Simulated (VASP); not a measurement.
**Pr under changes of volume**

One of the cells (37.643 Å³/atom); the others are scaled copies at fixed shape and fractional positions:

```
CELL_PARAMETERS angstrom
-2.11126 2.11126 2.11126
2.11126 -2.11126 2.11126
2.11126 2.11126 -2.11126
ATOMIC_POSITIONS crystal
Pr 0.00000 0.00000 0.00000
```

This isn't the form of Pr at room conditions, which is double hcp.

| Item | Value |
| --- | --- |
| Program | VASP 6.6.1 |
| Functional | PBE |
| Potentials or basis | VASP PAW PBE potentials, release 64 (Pr) |
| Cutoff | 520 eV |
| k mesh | 9 × 9 × 9 |
| Occupations | fermi-dirac, width 0.05 eV |
| Spin | collinear spin, ferromagnetic start |
| Starting moments | [2.0] μB |

```csv
volume (Å³/atom),energy over the lowest point (meV/atom),pressure (GPa),moment (μB per cell)
34.691,0.00,-0.5,2.77
35.429,2.58,-0.8,2.78
36.167,6.78,-1.4,2.79
37.643,19.57,-1.8,2.80
38.381,?,?,?
39.119,37.57,-2.4,2.81
```

Q: What does the run at 38.381 Å³/atom give?

A: Energy over the lowest point 27.96 meV/atom; pressure -2.0 GPa; moment 2.81 μB per cell.

Worked out: A Birch-Murnaghan fit of order 3 (a polynomial in V^(-2/3)) to the other rows has its minimum at 33.97 Å³/atom, just outside them, with B0 = V·E''(V) = 18.5 GPa (rough, since the energies scatter). It gives 27.97 meV/atom at 38.381 Å³/atom, against the run's 27.96, and -dE/dV = -2.0 GPa, against -2.0. A straight line through the other rows of the moment, of slope 0.00876 μB per Å³/atom, gives 2.81 μB, against the run's 2.81.

Energies are extrapolated to zero smearing.

Caveats: the magnetic or orbital state may not be the lowest.
